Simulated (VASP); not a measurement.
# LiH (Imm2) in VASP: a series of runs

One crystal, LiH, is run at these levels: HSE06, r2SCAN; tasks: single point.

Everything below comes from runs of VASP 6.6.1. Logs are shortened: lines on timing, memory, paths and dates and some standing lists are left out, and cuts for length are marked.

## Step 1: The cell of the first run

It takes space group Imm2 (No. 44, orthorhombic). Conventional cell: a = 3.003 Å, b = 3.065 Å, c = 4.290 Å, α = 90.00°, β = 90.00°, γ = 90.00°. Li (site symmetry mm2) is surrounded by 4 H at 1.85 to 1.86 Å. H (site symmetry mm2) has 4 Li at 1.85 to 1.86 Å as nearest neighbours.

The cell was built by a generator and needn't be a form met in nature.

## Step 2: Single point, HSE06 (shear_xy strain -2.0%)

File POSCAR:

```
LiH
1.0
   -0.0218802445      2.1451220099      2.1451220099
    2.1451220099     -0.0218802445      2.1451220099
    2.1232417654      2.1232417654      0.0000000000
Li H
1 1
Direct
   -0.0016352667     -0.0016352667      0.0016352667
    0.2516352667      0.2516352667      0.2483647333
```

File INCAR.step1:

```
PREC = Accurate
ENCUT = 520
EDIFF = 1E-5
ISMEAR = 0
SIGMA = 0.01
LREAL = False
LASPH = True
NELM = 100
ALGO = Normal
ISIF = 2
LWAVE = True
LCHARG = False
NBANDS = 9
GGA = PE
```

File INCAR.step2:

```
PREC = Accurate
ENCUT = 520
EDIFF = 1E-6
ISMEAR = 0
SIGMA = 0.01
LREAL = False
LASPH = True
NELM = 100
ALGO = Normal
ISIF = 2
LWAVE = False
LCHARG = False
GGA = PE
LHFCALC = True
HFSCREEN = 0.2079
PRECFOCK = Normal
NBANDS = 9
ISTART = 1
```

File KPOINTS:

```
regular mesh
0
Gamma
  8 8 8
```

Potentials or basis: VASP PAW PBE potentials, release 64 (Li_sv, H).

Launch:

```
$ cat potpaw_PBE.64/Li_sv/POTCAR potpaw_PBE.64/H/POTCAR > POTCAR
$ cp INCAR.step1 INCAR
$ mpirun -np 1 vasp_std > vasp.out
$ cp INCAR.step2 INCAR
$ mpirun -np 1 vasp_std > vasp.out
```

OUTCAR:

```text
PREC = Accurate
   ENCUT = 520
   EDIFF = 1E-6
   ISMEAR = 0
   LREAL = False
   LASPH = True
   NELM = 100
   ISIF = 2
   GGA = PE
   LHFCALC = True
   HFSCREEN = 0.2079
   PRECFOCK = Normal
   ISTART = 1

 ion  position               nearest neighbor table
   1  0.998  0.998  0.002-
   2  0.252  0.252  0.248-

  LATTYP: Found a body centered orthorhombic cell.
 ALAT       =     3.0027173008
 B/A-ratio  =     1.0206102243
 C/A-ratio  =     1.4287871917

  Lattice vectors:

 A1 = (   0.0218802445,  -2.1451220099,  -2.1451220099)
 A2 = (  -0.0218802445,   2.1451220099,  -2.1451220099)
 A3 = (   2.1451220099,  -0.0218802445,   2.1451220099)

Analysis of symmetry for initial positions (statically):
=====================================================================
 Subroutine PRICEL returns:
 Original cell was already a primitive cell.

 Routine SETGRP: Setting up the symmetry group for a
 body centered orthorhombic supercell.

 Subroutine GETGRP returns: Found  4 space group operations
 (whereof  4 operations were pure point group operations)
 out of a pool of  8 trial point group operations.

The static configuration has the point symmetry C_2v.

Analysis of symmetry for dynamics (positions and initial velocities):
=====================================================================
 Subroutine PRICEL returns:
 Original cell was already a primitive cell.

 Routine SETGRP: Setting up the symmetry group for a
 body centered orthorhombic supercell.

 Subroutine GETGRP returns: Found  4 space group operations
 (whereof  4 operations were pure point group operations)
 out of a pool of  8 trial point group operations.

The dynamic configuration has the point symmetry C_2v.

 Subroutine INISYM returns: Found  4 space group operations
 (whereof  4 operations are pure point group operations),
 and found     1 'primitive' translations

----------------------------------------------------------------------------------------

                                     Primitive cell

  volume of cell :      19.7397

  direct lattice vectors                    reciprocal lattice vectors
    -0.021880244  2.145122010  2.145122010    -0.230733493  0.230733493  0.233086975
     2.145122010 -0.021880244  2.145122010     0.230733493 -0.230733493  0.233086975
     2.123241765  2.123241765  0.000000000     0.235488962  0.235488962 -0.233086975

  length of vectors
     3.033739544  3.033739544  3.002717301     0.401005521  0.401005521  0.406496790

  position of ions in fractional coordinates (direct lattice)
     0.998364733  0.998364733  0.001635267
     0.251635267  0.251635267  0.248364733

  ion indices of the primitive-cell ions
   primitive index   ion index
                 1           1
                 2           2

----------------------------------------------------------------------------------------

 KPOINTS: regular mesh

Automatic generation of k-mesh.
 Grid dimensions read from file:
 generate k-points for:    8    8    8

 Generating k-lattice:

  Cartesian coordinates                     Fractional coordinates (reciprocal lattice)
    -0.028841687  0.028841687  0.029135872     0.125000000  0.000000000  0.000000000
     0.028841687 -0.028841687  0.029135872     0.000000000  0.125000000  0.000000000
     0.029436120  0.029436120 -0.029135872     0.000000000  0.000000000  0.125000000

  Length of vectors
     0.050125690  0.050125690  0.050812099

  Shift w.r.t. Gamma in fractional coordinates (k-lattice)
     0.000000000  0.000000000  0.000000000

 Subroutine IBZKPT returns following result:
 ===========================================

 Found     95 irreducible k-points:

 Following reciprocal coordinates:
            Coordinates               Weight
  0.000000  0.000000  0.000000      1.000000
  0.125000  0.000000  0.000000      4.000000
  0.250000  0.000000  0.000000      4.000000
  0.375000 -0.000000  0.000000      4.000000
  0.500000  0.000000  0.000000      2.000000
  0.125000  0.125000  0.000000      2.000000
[... 16 lines left out ...]
  0.125000 -0.000000  0.125000      4.000000
  0.250000 -0.000000  0.125000      8.000000
 [... further k-points ...]
   k-points           NKPTS =     95   k-points in BZ     NKDIM =    512   number of bands    NBANDS=      9
   number of dos      NEDOS =    301   number of ions     NIONS =      2
   total plane-waves  NPLWV =  13824
   dimension x,y,z NGX =    24 NGY =   24 NGZ =   24
   dimension x,y,z NGXF=    48 NGYF=   48 NGZF=   48
   ions per type =               1   1
   NGX,Y,Z   is equivalent  to a cutoff of  13.15, 13.15, 13.29 a.u.
   NGXF,Y,Z  is equivalent  to a cutoff of  26.30, 26.30, 26.58 a.u.
 SYSTEM =  unknown system
   PREC   = accura    normal or accurate (medium, high low for compatibility)
   ISTART =      1    job   : 0-new  1-cont  2-samecut
   ICHARG =      0    charge: 1-file 2-atom 10-const
   ISPIN  =      1    spin polarized calculation?
   LNONCOLLINEAR =      F non collinear calculations
   LSORBIT =      F    spin-orbit coupling
   LASPH  =      T    aspherical Exc in radial PAW
   ENCUT  =  520.0 eV  38.22 Ry    6.18 a.u.   5.64  5.64  5.58*2*pi/ulx,y,z
   NELM   =    100;   NELMIN=  2; NELMDL=  0     # of ELM steps
   EDIFF  = 0.1E-05   stopping-criterion for ELM
   LREAL  =      F    real-space projection
   EDIFFG = 0.1E-04   stopping-criterion for IOM
   NSW    =      0    number of steps for IOM
   IBRION =     -1    ionic relax: 0-MD 1-quasi-New 2-CG
   NFREE  =      0    steps in history (QN), initial steepest desc. (CG)
   ISIF   =      2    stress and relaxation
   ISYM   =      3    0-nonsym 1-usesym 2-fastsym
   POTIM  = 0.5000    time-step for ionic-motion
   TEBEG  =    0.0;   TEEND  =   0.0 temperature during run
   PSTRESS=    0.0 pullay stress
   NELECT =       4.0000    total number of electrons
   NUPDOWN=      -1.0000    fix difference up-down
   EMIN   =  10.00;   EMAX   =-10.00  energy-range for DOS
   EFERMI =   0.00;   METHOD = LEGACY
   ISMEAR =     0;   SIGMA  =   0.01  broadening in eV -4-tet -1-fermi 0-gaus
   EFERMI_NEDOS =   21; number of points for ismear=-14 and -15
   IALGO  =     38    algorithm
   IMIX   =      1    mixing-type and parameters
     AMIX     =   0.40;   BMIX     =  1.00
     AMIX_MAG =   1.60;   BMIX_MAG =  1.00
  volume/ion in A,a.u.               =       9.87        66.61
  Fermi-wavevector in a.u.,A,eV,Ry     =   0.961571  1.817105 12.580195  0.924618
  Thomas-Fermi vector in A             =   2.090954
   LORBIT       =      0    0 simple, 1 ext, 2 COOP (PROOUT), +10 PAW based schemes
   GGA     = PE    functional components
   LHFCALC =     T    Hartree Fock is set to
   PRECFOCK=normal    Normal, Fast or Accurate (Low or Medium for compatibility)
   ENCUT4O =  -1.0   cutoff for four orbital integrals eV
   NKREDX  =     1    reduce k-point grid by
   NKREDY  =     1    reduce k-point grid by
   NKREDZ  =     1    reduce k-point grid by
   AEXX    =    0.2500 exact exchange contribution
   HFSCREEN=    0.2079 screening length (either q_TF or 0.3 A-1)
   HFSCREENC=   0.2079 screening length for correlation (either q_TF or 0.3 A-1)
   ENCUTFOCK=  -1.0 apply spherical cutoff to Coloumb kernel
   IVDW    =     0    specifies the selected vdW correction
   LEPSILON=     F    determine dielectric tensor
   LRPA    =     F    only Hartree local field effects (RPA)
 non-spin polarized calculation
 Gauss-broadening in eV      SIGMA  =   0.01
  energy-cutoff  :      520.00
  volume of cell :       19.74
 maximum number of plane-waves:       545
 NGX is ok and might be reduce to    24
  NGX = 18; NGY = 18; NGZ = 18

 number of electron       3.9999995 magnetization

 Free energy of the ion-electron system (eV)
  ---------------------------------------------------
  ext. energy  EPLUGINS =         0.00000000
  ---------------------------------------------------
  free energy    TOTEN  =        -6.68197290 eV

  energy without entropy =       -6.68197290  energy(sigma->0) =       -6.68197290

 E-fermi :  -2.2776     XC(G=0):  -6.4811

 val. band max:       -2.4200755875   @ k =  -0.2500   0.2500   0.5000
 cond. band min:       2.7867119735   @ k =   0.5000   0.0000   0.0000
 fundamental gap:      5.2067875610
 Fermi energy:        -2.2775976102

 k-point     1 :       0.0000    0.0000    0.0000
  band No.  band energies     occupation
      1     -48.6867      2.00000
      2      -6.5760      2.00000
      3      12.2195      0.00000
      4      16.1987      0.00000
      5      16.4518      0.00000
      6      16.6738      0.00000
      7      18.6869      0.00000
      8      18.9786      0.00000
      9      19.2906      0.00000

 k-point     2 :       0.1250    0.0000    0.0000
  band No.  band energies     occupation
      1     -48.6831      2.00000
      2      -6.2984      2.00000
      3      10.5500      0.00000
      4      14.9359      0.00000
      5      15.6378      0.00000
      6      15.8954      0.00000
      7      20.0138      0.00000
      8      20.3942      0.00000
      9      22.2985      0.00000

 k-point     3 :       0.2500    0.0000    0.0000
  band No.  band energies     occupation
      1     -48.6742      2.00000
      2      -5.4961      2.00000
      3       7.1013      0.00000
      4      14.6894      0.00000
      5      14.9851      0.00000
      6      15.0676      0.00000
      7      20.0505      0.00000
      8      20.2254      0.00000
      9      21.7701      0.00000
[... 229 lines left out ...]
 k-point    23 :       0.1250   -0.0000    0.1250
  band No.  band energies     occupation
      1     -48.6817      2.00000
      2      -6.2006      2.00000
      3      10.8037      0.00000
      4      14.0869      0.00000
      5      14.1125      0.00000
      6      16.3554      0.00000
      7      20.1240      0.00000
      8      21.1100      0.00000
      9      21.9974      0.00000

 k-point    24 :       0.2500   -0.0000    0.1250
  band No.  band energies     occupation
      1     -48.6747      2.00000
      2      -5.5764      2.00000
      3       8.2406      0.00000
      4      13.0171      0.00000
      5      13.5402      0.00000
      6      15.9592      0.00000
      7      18.4980      0.00000
      8      22.0824      0.00000
      9      23.0813      0.00000

 [... further k-points ...]

------------------------ aborting loop because EDIFF is reached ----------------------------------------

  FORCE on cell =-STRESS in cart. coord.  units (eV):
  Direction    XX          YY          ZZ          XY          YZ          ZX
  --------------------------------------------------------------------------------------
  -------------------------------------------------------------------------------------
  Total       -0.0576059     -0.0576059     -0.0602801      0.0724922     -0.0000000      0.0000000
  in kB       -4.6755967     -4.6755967     -4.8926474      5.8838421     -0.0000000      0.0000000
  external PRESSURE =      -4.7479469 kB  Pullay stress =       0.0000000 kB

 VOLUME and BASIS-vectors are now :
 -----------------------------------------------------------------------------
  energy-cutoff  :      520.00
  volume of cell :       19.74
      direct lattice vectors                 reciprocal lattice vectors
    -0.021880244  2.145122010  2.145122010    -0.230733493  0.230733493  0.233086975
     2.145122010 -0.021880244  2.145122010     0.230733493 -0.230733493  0.233086975
     2.123241765  2.123241765  0.000000000     0.235488962  0.235488962 -0.233086975

 POSITION                                       TOTAL-FORCE (eV/Angst)
 -----------------------------------------------------------------------------------
      2.12324      2.12324      4.28323        -0.000000     -0.000000     -0.000535
      1.06162      1.06162      1.07958         0.000000      0.000000      0.000535
 -----------------------------------------------------------------------------------
    total drift:                               -0.000001     -0.000000     -0.000206

  FREE ENERGIE OF THE ION-ELECTRON SYSTEM (eV)
  ---------------------------------------------------
  free  energy   TOTEN  =        -6.6819728964 eV

  energy  without entropy=       -6.6819728964  energy(sigma->0) =       -6.68197290
```

It took 7.4 min on 1 thread of Intel Xeon 6975P-C (Granite Rapids), shared host; peak memory 0.26 GiB.

What came out:

```
Free energy            : -6.6820 eV
Band gap on the k mesh : 5.21 eV, indirect (least direct gap 6.39 eV)
```

Caveat: the cutoff is under 1.25 times the usual one of these potentials, so pressure, stress and relaxed cells hold a basis-set (Pulay) error; the PAW data sets were made with another functional, which shifts forces and pressure a little. A k mesh can miss the band edges.

## Step 3: Single point, r2SCAN (uniaxial_x strain -1.1%)

File POSCAR:

```
LiH
1.0
    0.0000000000      2.1451220099      2.1451220099
    2.1225982288      0.0000000000      2.1451220099
    2.1225982288      2.1451220099      0.0000000000
Li H
1 1
Direct
    0.0000000000      0.0000000000      0.0000000000
    0.2500000000      0.2500000000      0.2500000000
```

File INCAR.step1:

```
PREC = Accurate
ENCUT = 520
ISMEAR = 0
SIGMA = 0.01
LREAL = F
LASPH = T
NELM = 100
NBANDS = 9
GGA = PE
ALGO = Normal
EDIFF = 1E-4
LWAVE = T
LCHARG = F
```

File INCAR.step2:

```
PREC = Accurate
ENCUT = 520
EDIFF = 1E-6
ISMEAR = 0
SIGMA = 0.01
LREAL = F
LASPH = T
NELM = 100
ALGO = Normal
ISIF = 2
LWAVE = F
LCHARG = F
METAGGA = R2SCAN
LMIXTAU = T
NBANDS = 9
ISTART = 1
```

File KPOINTS:

```
regular mesh
0
Gamma
  10 10 10
```

Potentials or basis: VASP PAW PBE potentials, release 64 (Li_sv, H).

Launch:

```
$ cat potpaw_PBE.64/Li_sv/POTCAR potpaw_PBE.64/H/POTCAR > POTCAR
$ cp INCAR.step1 INCAR
$ mpirun -np 1 vasp_std > vasp.out
$ cp INCAR.step2 INCAR
$ mpirun -np 1 vasp_std > vasp.out
```

Wall time 28 s (1 thread of Intel Xeon 6975P-C (Granite Rapids), shared host); peak memory 0.14 GiB.

Results (log left out):

| Item | Value |
| --- | --- |
| Free energy | -6.7101 eV |
| Band gap on the k mesh | 4.81 eV, indirect (least direct gap 5.87 eV) |

Levels at points of the mesh, in eV from the valence-band top:
| k point | band 1 | band 2 | band 3 | band 4 | band 5 | band 6 |
| --- | --- | --- | --- | --- | --- | --- |
| (0.00, 0.00, 0.00) | -44.70 | -3.70 | 14.23 | 18.99 | 18.99 | 18.99 |
| (0.50, 0.00, 0.00) | -44.67 | -1.06 | 4.81 | 16.23 | 16.42 | 17.47 |
| (0.50, 0.50, 0.00) | -44.67 | -0.36 | 7.84 | 10.86 | 11.64 | 11.67 |
| (0.00, 0.50, 0.50) | -44.66 | -0.26 | 7.96 | 10.75 | 11.50 | 11.50 |

Caveat: the cutoff is under 1.25 times the usual one of these potentials, so pressure, stress and relaxed cells hold a basis-set (Pulay) error; the PAW data sets were made with another functional, which shifts forces and pressure a little. A k mesh can miss the band edges.
